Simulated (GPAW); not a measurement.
# PbSe (Clausthalite) (Fm-3m) in GPAW: notebook

The runs below take PbSe (Clausthalite) through dielectric tensor, one-shot levels on a semilocal density, hybrid scf, with PBE, r2SCAN, r2SCAN50, PBE-EpsX.

Program: GPAW 26.7.0. These are calculated values, not measurements. Logs are shortened: lines on timing, memory, paths and dates and some standing lists are left out, and cuts for length are marked. The log counts tension as positive stress, the text compression.

**The experiment to reproduce.**

A printed reference work, monograph reports, for a bulk crystal of PbSe at 4.2 K: band gap 0.15 eV (direct).

The results are compared with them further down.

### Step 1. The structure

It takes space group Fm-3m (No. 225, cubic). Conventional cell: a = 6.121 Å, b = 6.121 Å, c = 6.121 Å, α = 90.00°, β = 90.00°, γ = 90.00°. Around Pb (site symmetry m-3m) lie 6 Se at 3.06 Å. Around Se (site symmetry m-3m) lie 6 Pb at 3.06 Å.

### Step 2. Dielectric tensor, PBE

run.py

```python
import numpy as np
import spglib
from ase import Atoms
from ase.dft.bandgap import bandgap
from ase.io import read, write
from gpaw import GPAW, PW
from gpaw.response.df import DielectricFunction

atoms = read('PbSe.cif')
cell, positions, numbers = spglib.find_primitive(
    (atoms.cell[:], atoms.get_scaled_positions(), atoms.numbers), symprec=1e-4)
atoms = Atoms(numbers, cell=cell, scaled_positions=positions, pbc=True)

calc = GPAW(mode=PW(500),
            xc='PBE',
            kpts={'size': (6, 6, 6), 'gamma': True},
            occupations={'name': 'fermi-dirac', 'width': 0.001},
            nbands=19,
            convergence={'density': 1e-06},
            maxiter=150,
            txt='gpaw.txt')
atoms.calc = calc
energy = atoms.get_potential_energy()
calc.write('gs.gpw')
write('result.traj', atoms)
print(f'Energy: {energy:.6f} eV')
print('Fermi level:', round(calc.get_fermi_level(), 4), 'eV')
print(f'Gap: {bandgap(calc)[0]:.4f} eV, direct: {bandgap(calc, direct=True)[0]:.4f} eV')

for size in [(13, 13, 13), (19, 19, 19)]:
    name = 'x'.join(str(n) for n in size)
    dense = calc.fixed_density(kpts={'size': size, 'gamma': True},
                               nbands=32, convergence={'bands': 26},
                               update_fermi_level=True, txt=f'dense-{name}.txt')
    dense.write(f'{name}.gpw', mode='all')
    df = DielectricFunction(f'{name}.gpw', frequencies=np.array([0.0]), hilbert=False, eta=0.001,
                            ecut=80, nbands=26, intraband=False, txt=f'df-{name}.txt')
    for xc in ['RPA', 'Bootstrap', 'LR0.3']:
        for direction in ['x', 'y', 'z', [0, 1, 1], [1, 0, 1], [1, 1, 0]]:
            e0, e = df.get_macroscopic_dielectric_constant(xc=xc, direction=direction)
            print(f'{name} {xc} {direction}: {e0:.4f} without, {e:.4f} with local fields')
```

PbSe.cif

```cif
data_PbSe
_cell_length_a 6.12130000
_cell_length_b 6.12130000
_cell_length_c 6.12130000
_cell_angle_alpha 90.00000000
_cell_angle_beta 90.00000000
_cell_angle_gamma 90.00000000
_space_group_name_H-M_alt 'Fm-3m'
_space_group_name_Hall '-F 4 2 3'
_space_group_IT_number 225
loop_
_space_group_symop_operation_xyz
'x,y,z'
'-x,-y,-z'
'-y,x,z'
'y,-x,-z'
'-x,-y,z'
'x,y,-z'
'y,-x,z'
'-y,x,-z'
'x,-y,-z'
'-x,y,z'
'-y,-x,-z'
'y,x,z'
'-x,y,-z'
'x,-y,z'
'y,x,-z'
'-y,-x,z'
'z,x,y'
'-z,-x,-y'
'z,-y,x'
'-z,y,-x'
'z,-x,-y'
'-z,x,y'
'z,y,-x'
'-z,-y,x'
'-z,x,-y'
'z,-x,y'
'-z,-y,-x'
'z,y,x'
'-z,-x,y'
'z,x,-y'
'-z,y,x'
'z,-y,-x'
'y,z,x'
'-y,-z,-x'
'x,z,-y'
'-x,-z,y'
'-y,z,-x'
'y,-z,x'
'-x,z,y'
'x,-z,-y'
'-y,-z,x'
'y,z,-x'
'-x,-z,-y'
'x,z,y'
'y,-z,-x'
'-y,z,x'
'x,-z,y'
'-x,z,-y'
'x,y+1/2,z+1/2'
'-x,-y+1/2,-z+1/2'
'-y,x+1/2,z+1/2'
[... 62 lines left out ...]
'-z+1/2,-x,-y+1/2'
'z+1/2,-y,x+1/2'
'-z+1/2,y,-x+1/2'
'z+1/2,-x,-y+1/2'
'-z+1/2,x,y+1/2'
'z+1/2,y,-x+1/2'
'-z+1/2,-y,x+1/2'
'-z+1/2,x,-y+1/2'
'z+1/2,-x,y+1/2'
'-z+1/2,-y,-x+1/2'
'z+1/2,y,x+1/2'
'-z+1/2,-x,y+1/2'
'z+1/2,x,-y+1/2'
'-z+1/2,y,x+1/2'
'z+1/2,-y,-x+1/2'
'y+1/2,z,x+1/2'
'-y+1/2,-z,-x+1/2'
'x+1/2,z,-y+1/2'
'-x+1/2,-z,y+1/2'
'-y+1/2,z,-x+1/2'
'y+1/2,-z,x+1/2'
'-x+1/2,z,y+1/2'
'x+1/2,-z,-y+1/2'
'-y+1/2,-z,x+1/2'
'y+1/2,z,-x+1/2'
'-x+1/2,-z,-y+1/2'
'x+1/2,z,y+1/2'
'y+1/2,-z,-x+1/2'
'-y+1/2,z,x+1/2'
'x+1/2,-z,y+1/2'
'-x+1/2,z,-y+1/2'
'x+1/2,y+1/2,z'
'-x+1/2,-y+1/2,-z'
'-y+1/2,x+1/2,z'
'y+1/2,-x+1/2,-z'
'-x+1/2,-y+1/2,z'
'x+1/2,y+1/2,-z'
'y+1/2,-x+1/2,z'
'-y+1/2,x+1/2,-z'
'x+1/2,-y+1/2,-z'
'-x+1/2,y+1/2,z'
'-y+1/2,-x+1/2,-z'
'y+1/2,x+1/2,z'
'-x+1/2,y+1/2,-z'
'x+1/2,-y+1/2,z'
'y+1/2,x+1/2,-z'
'-y+1/2,-x+1/2,z'
'z+1/2,x+1/2,y'
'-z+1/2,-x+1/2,-y'
'z+1/2,-y+1/2,x'
'-z+1/2,y+1/2,-x'
'z+1/2,-x+1/2,-y'
'-z+1/2,x+1/2,y'
'z+1/2,y+1/2,-x'
'-z+1/2,-y+1/2,x'
'-z+1/2,x+1/2,-y'
'z+1/2,-x+1/2,y'
'-z+1/2,-y+1/2,-x'
'z+1/2,y+1/2,x'
'-z+1/2,-x+1/2,y'
'z+1/2,x+1/2,-y'
'-z+1/2,y+1/2,x'
'z+1/2,-y+1/2,-x'
'y+1/2,z+1/2,x'
'-y+1/2,-z+1/2,-x'
'x+1/2,z+1/2,-y'
'-x+1/2,-z+1/2,y'
'-y+1/2,z+1/2,-x'
'y+1/2,-z+1/2,x'
'-x+1/2,z+1/2,y'
'x+1/2,-z+1/2,-y'
'-y+1/2,-z+1/2,x'
'y+1/2,z+1/2,-x'
'-x+1/2,-z+1/2,-y'
'x+1/2,z+1/2,y'
'y+1/2,-z+1/2,-x'
'-y+1/2,z+1/2,x'
'x+1/2,-z+1/2,y'
'-x+1/2,z+1/2,-y'
loop_
_atom_site_label
_atom_site_type_symbol
_atom_site_symmetry_multiplicity
_atom_site_Wyckoff_symbol
_atom_site_fract_x
_atom_site_fract_y
_atom_site_fract_z
_atom_site_occupancy
Pb1 Pb 4 a 0.0000000000 0.0000000000 0.0000000000 1
Se1 Se 4 b 0.5000000000 0.0000000000 0.0000000000 1
```

Potentials or basis: GPAW PAW data sets (gpaw-data 1.2.1), pw.

On the command line:

```sh
$ OMP_NUM_THREADS=1 python run.py
```

gpaw.txt:

```text
__  _  _
 | _ |_)|_||  |
 |__||  | ||/\| - 26.7.0

Input parameters:
  mode=PW(ecut=500.0),
  convergence={'density': 1e-06},
  kpts=MonkhorstPack(size=(6, 6, 6), gamma=True),
  maxiter=150,
  nbands=19,
  occupations=Occupations(name='fermi-dirac', width=0.001),
  xc=XC(name='PBE')

Diagonalizing LCAO Hamiltonian
Converting LCAO to pw mode

                Se

       Pb

Atoms  # Å, Bohr magnetons
|   | symbol |        x |        y |        z |    initial magnetic moments |
|---|--------|----------|----------|----------|-----------------------------|
| 0 |     Pb | 0.000000 | 0.000000 | 0.000000 | ( 0.0000,  0.0000,  0.0000) |
| 1 |     Se | 3.060650 | 3.060650 | 3.060650 | ( 0.0000,  0.0000,  0.0000) |

Unit cell  # Å
| periodic |        x |        y |        z |  lengths |    angles |
|----------|----------|----------|----------|----------|-----------|
|      yes | 0.000000 | 3.060650 | 3.060650 | 4.328413 | 60.000000 |
|      yes | 3.060650 | 0.000000 | 3.060650 | 4.328413 | 60.000000 |
|      yes | 3.060650 | 3.060650 | 0.000000 | 4.328413 | 60.000000 |

Number of symmetries: 48
Symmetry operations  # r_c * U_cc + t_c -> r_c
|    | kind |            matrix            |
|----|------|------------------------------|
|  0 |  σ   |  1, 0, 0,  1, 0,-1,  1,-1, 0 |
|  1 |  C2  |  1, 0, 0,  1,-1, 0,  1, 0,-1 |
|  2 |  E   |  1, 0, 0,  0, 1, 0,  0, 0, 1 |
|  3 |  σ   |  1, 0, 0,  0, 0, 1,  0, 1, 0 |
|  4 |  C4  |  1, 0,-1,  1, 0, 0,  1,-1, 0 |
|  5 |  S6  |  1, 0,-1,  1,-1, 0,  1, 0, 0 |
|  6 |  σ   |  1, 0,-1,  0, 1,-1,  0, 0,-1 |
|  7 |  C3  |  1, 0,-1,  0, 0,-1,  0, 1,-1 |
|  8 |  S6  |  1,-1, 0,  1, 0, 0,  1, 0,-1 |
|  9 |  C4  |  1,-1, 0,  1, 0,-1,  1, 0, 0 |
| 10 |  C3  |  1,-1, 0,  0,-1, 1,  0,-1, 0 |
| 11 |  σ   |  1,-1, 0,  0,-1, 0,  0,-1, 1 |
| 12 |  σ   |  0, 1, 0,  1, 0, 0,  0, 0, 1 |
| 13 |  C4  |  0, 1, 0,  0, 1,-1, -1, 1, 0 |
| 14 |  C3  |  0, 1, 0,  0, 0, 1,  1, 0, 0 |
| 15 |  S6  |  0, 1, 0, -1, 1, 0,  0, 1,-1 |
| 16 |  C2  |  0, 1,-1,  1, 0,-1,  0, 0,-1 |
| 17 |  σ   |  0, 1,-1,  0, 1, 0, -1, 1, 0 |
| 18 |  S4  |  0, 1,-1,  0, 0,-1,  1, 0,-1 |
| 19 |  C4  |  0, 1,-1, -1, 1, 0,  0, 1, 0 |
| 20 |  C3  |  0, 0, 1,  1, 0, 0,  0, 1, 0 |
| 21 |  σ   |  0, 0, 1,  0, 1, 0,  1, 0, 0 |
| 22 |  S6  |  0, 0, 1,  0,-1, 1, -1, 0, 1 |
| 23 |  C4  |  0, 0, 1, -1, 0, 1,  0,-1, 1 |
| 24 |  S4  |  0, 0,-1,  1, 0,-1,  0, 1,-1 |
| 25 |  C3  |  0, 0,-1,  0, 1,-1,  1, 0,-1 |
| 26 |  C2  |  0, 0,-1,  0,-1, 0, -1, 0, 0 |
| 27 |  S6  |  0, 0,-1, -1, 0, 0,  0,-1, 0 |
| 28 |  S4  |  0,-1, 1,  1,-1, 0,  0,-1, 0 |
| 29 |  C4  |  0,-1, 1,  0, 0, 1, -1, 0, 1 |
| 30 |  C2  |  0,-1, 1,  0,-1, 0,  1,-1, 0 |
| 31 |  σ   |  0,-1, 1, -1, 0, 1,  0, 0, 1 |
| 32 |  C3  |  0,-1, 0,  1,-1, 0,  0,-1, 1 |
| 33 |  S6  |  0,-1, 0,  0, 0,-1, -1, 0, 0 |
| 34 |  S4  |  0,-1, 0,  0,-1, 1,  1,-1, 0 |
| 35 |  C2  |  0,-1, 0, -1, 0, 0,  0, 0,-1 |
| 36 |  C2  | -1, 1, 0,  0, 1, 0,  0, 1,-1 |
| 37 |  S6  | -1, 1, 0,  0, 1,-1,  0, 1, 0 |
| 38 |  S4  | -1, 1, 0, -1, 0, 1, -1, 0, 0 |
| 39 |  C3  | -1, 1, 0, -1, 0, 0, -1, 0, 1 |
| 40 |  S6  | -1, 0, 1,  0, 0, 1,  0,-1, 1 |
| 41 |  C2  | -1, 0, 1,  0,-1, 1,  0, 0, 1 |
| 42 |  C3  | -1, 0, 1, -1, 1, 0, -1, 0, 0 |
| 43 |  S4  | -1, 0, 1, -1, 0, 0, -1, 1, 0 |
| 44 |  C2  | -1, 0, 0,  0, 0,-1,  0,-1, 0 |
| 45 |  i   | -1, 0, 0,  0,-1, 0,  0, 0,-1 |
| 46 |  σ   | -1, 0, 0, -1, 1, 0, -1, 0, 1 |
| 47 |  C2  | -1, 0, 0, -1, 0, 1, -1, 1, 0 |

BZ-sampling:
  Number of BZ points: 216
  Number of IBZ points: 16

  Monkhorst-Pack size: [6, 6, 6]
  Monkhorst-Pack shift: [0.08333333333333333, 0.08333333333333333, 0.08333333333333333]

K-points  # in reciprocal-cell coordinates
|     |                                coordinates |     weight |
|-----|--------------------------------------------|------------|
|   0 | (  0.00000000,   0.00000000,   0.00000000) | 0.00462963 |
|   1 | (  0.16666667,   0.16666667,   0.00000000) | 0.02777778 |
|   2 | (  0.16666667,   0.16666667,   0.16666667) | 0.03703704 |
|   3 | (  0.33333333,   0.16666667,   0.16666667) | 0.05555556 |
|   4 | (  0.33333333,   0.33333333,  -0.33333333) | 0.05555556 |
|   5 | (  0.33333333,   0.33333333,   0.00000000) | 0.02777778 |
|   6 | (  0.33333333,   0.33333333,   0.16666667) | 0.11111111 |
|   7 | (  0.33333333,   0.33333333,   0.33333333) | 0.03703704 |
|   8 | (  0.50000000,   0.33333333,  -0.33333333) | 0.11111111 |
|   9 | (  0.50000000,   0.33333333,  -0.16666667) | 0.05555556 |
| ... |                                            |            |
|  15 | (  0.50000000,   0.50000000,   0.50000000) | 0.01851852 |

Plane wave coefficients: 1470
Cutoff: 500.0 eV

Spin-components: 1 (collinear spins)
Bands:           19
Projectors:      11
Spin-degeneracy: 2
Datatype:        complex128

Density:
  Valence electrons: 20.0
  Components: 1
  Grid points: [24 24 24]
  Charge: 0.0  # |e|

Potential:
  Grid points: [24 24 24]

species:
  Pb:
    name:    Lead
    Z:       82.0
    valence: 14
    core:    68
    charge:  0.0  # [|e|]
    compensation charges:
      type: gauss
      rc: 0.38  # [Å]
      lmax: 2
    cutoffs:
      filter: 2.36  # [Å]
      core: 2.43  # [Å]
    projectors
    | kind |    occ | energy [eV] | rcut [Å] |
    |------|--------|-------------|----------|
    |   6s |  2.000 |     -11.969 |    1.259 |
    |   6p |  2.000 |      -3.506 |    1.275 |
    |   5d | 10.000 |     -21.211 |    1.217 |
    |    s |        |      15.243 |    1.259 |
    |    p |        |      23.705 |    1.275 |
    |    d |        |       6.001 |    1.217 |

    Using partial waves for Pb as LCAO basis

  Se:
    name:    Selenium
    Z:       34.0
    valence: 6
    core:    28
    charge:  0.0  # [|e|]
    compensation charges:
      type: gauss
      rc: 0.27  # [Å]
      lmax: 2
    cutoffs:
      filter: 1.77  # [Å]
      core: 2.67  # [Å]
    projectors
    | kind |    occ | energy [eV] | rcut [Å] |
    |------|--------|-------------|----------|
    |   4s |  2.000 |     -17.277 |    0.847 |
    |   4p |  4.000 |      -6.512 |    1.005 |
    |    s |        |       9.935 |    0.847 |
    |    p |        |      20.699 |    1.005 |
    |    d |        |       0.000 |    0.847 |

    Using partial waves for Se as LCAO basis

Reference energy: -633377.995495  # eV

eigensolver:
  PPCG
  Converge bands: occupied
  niter=2

density mixing:
  MSR1-Mixer
  Pratt-step length: 0.05
  Maximum mixing coefficient: 0.75
  Old densities: 10
  SVD Regularization: 0.005
  Good broyden scale: 1.0
  Trust region scale: 1.0
  Backstep threshold: 4.0
  History deletion threshold: 6.0
  Fourier metric: weight=20.0, sigma=0.015

occupation numbers:
  Fermi-Dirac:
    width: 0.0010  # eV

poisson solver:
  ecut: 4000.0  # eV

xc functional:
  name: PBE with 2 nearest neighbor stencil

convergence criteria:
- Maximum integral of absolute [dens]ity change: 1e-06 electrons / valence electron
- Maximum [total energy] change in last 3 cyles: 0.0005 eV / valence electron
- Maximum integral of absolute [eigenst]ate change: 4e-08 eV^2 / valence electron
maximum number of iterations: 150

SCF iterations
|iter     | |      energy | eigst |  dens |
|---------|-|-------------|-------|-------|
|iter:   1| |   -8.646233 | -0.24 |       |
|iter:   2| |   -8.586970 | -2.07 | -1.24 |
|iter:   3| |   -8.394291 | -1.92 | -1.28 |
|iter:   4| |   -8.395863 | -3.79 | -1.90 |
|iter:   5| |   -8.396535c| -4.37 | -2.29 |
|iter:   6| |   -8.396561c| -5.65 | -3.23 |
|iter:   7| |   -8.396563c| -6.81 | -3.76 |
|iter:   8| |   -8.396563c| -7.76c| -4.46 |
|iter:   9| |   -8.396563c| -7.88c| -5.21 |
|iter:  10| |   -8.396563c| -8.78c| -5.75 |
|iter:  11| |   -8.396563c| -9.06c| -6.55c|

Converged in 11 steps
Energy contributions relative to reference atoms: (reference = -633377.995495)

Energy contributions:
  Kinetic:          19.951216
  Coulomb:         -20.074924
  Zero:             -0.068412
  External:          0.000000
  Xc:               -8.204442
  Entropy:          -0.000000
  Spinorbit:         0.000000
  ----------------------------
  Free energy:      -8.396563
  Extrapolated:     -8.396563

dipole moment: (-25.874113, -25.874113, -25.874113)  # |e|*Ang

Fermi level: 6.297
Eigenvalues  # (at kpt = [0.000, 0.000, 0.000])
| band index |      eig [eV] | occ [0-2] |
|------------|---------------|-----------|
|          0 |       -10.721 |     2.000 |
|        ... |               |           |
|          2 |       -10.719 |     2.000 |
|          3 |       -10.719 |     2.000 |
|          4 |       -10.719 |     2.000 |
|          5 |        -7.478 |     2.000 |
|          6 |        -0.128 |     2.000 |
|          7 |         4.214 |     2.000 |
[... 9 lines left out ...]
|         17 |        14.530 |     0.000 |
|         18 |        15.112 |     0.000 |

Gap: 0.243 eV
Transition (v -> c):
  (s=0, k=15, n=9, [0.50, 0.50, 0.50]) -> (s=0, k=15, n=10, [0.50, 0.50, 0.50])
No difference between direct/indirect transitions
# Writing to gs.gpw (mode='')
```

It took 5.2 min on 1 thread of Arm Neoverse V1, shared host; peak memory 0.63 GiB.

What came out:

```
Free energy                             : -8.3966 eV
Band gap on the k mesh                  : 0.24 eV, direct
Electronic dielectric tensor (diagonal) : 21.39
```

Electronic dielectric tensor:
```
21.39  0.00  0.00
 0.00 21.39  0.00
 0.00  0.00 21.39
```

Caveat: the gap is small at this level, which inflates the dielectric constant; the long-wavelength limit can be off by a per cent or two; spin-orbit coupling is left out, which as a rule narrows the gap of such compounds by several tenths of an eV; an odd mesh through Γ misses points on the zone boundary, where band edges often lie.

[end of part 1 of 4]
